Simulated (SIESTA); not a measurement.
Runs of SIESTA 5.4.2 on SiO2. The structure is tetragonal, space group P4_32_12 (No. 96). The conventional cell has a = 4.976 Å, b = 4.976 Å, c = 6.901 Å, α = 90.00°, β = 90.00°, γ = 90.00°. Around Si (site symmetry 2) lie 4 O at 1.61 Å. Around O (site symmetry 1) lie 2 Si at 1.61 Å. The cell comes from a database or a generator and needn't be the stable form of this composition.

| task | level | potentials or basis | k mesh | gap on the mesh (eV) | pressure (GPa) | V0 of scaled cells (Å³/atom) | B0 (GPa) | largest force (eV/Å) |
| --- | --- | --- | --- | --- | --- | --- | --- | --- |
| equation of state | PBEsol | PseudoDojo 0.4 standard (PBEsol files), DZP (energy shift 0.003 Ry) | 4 × 4 × 3 | - | - | 14.62 | 155 | - |
| equation of state | LDA | PseudoDojo 0.4 standard (LDA files), DZP (energy shift 0.003 Ry) | 4 × 4 × 3 | - | - | (a) | 165 | - |
| band structure | PBEsol | PseudoDojo 0.4 standard (PBEsol files), DZP (energy shift 0.003 Ry) | 6 × 6 × 4 | (b) | 4.4 | - | - | 0.53 |
| band structure | LDA | PseudoDojo 0.4 standard (LDA files), DZP (energy shift 0.003 Ry) | 6 × 6 × 4 | 5.84 | (c) | - | - | 0.23 |

Alike in all rows: no spin polarisation; cell as given; smearing fermi-dirac 0.05 eV; grid cutoff 800 Ry; energy shift 0.003 Ry.

Task: Estimate the missing entries.

Result: (a) 14.21; (b) 5.93; (c) -0.3.

Caveats: the basis of atomic orbitals isn't converged, which shifts pressures, moduli and gaps; the cell was scaled at fixed shape and fractional positions, which overstates the stiffness of a crystal with free parameters, most of all of layers and chains (some runs).

A k mesh can miss the band edges.

Not every run made on this cell is shown here.
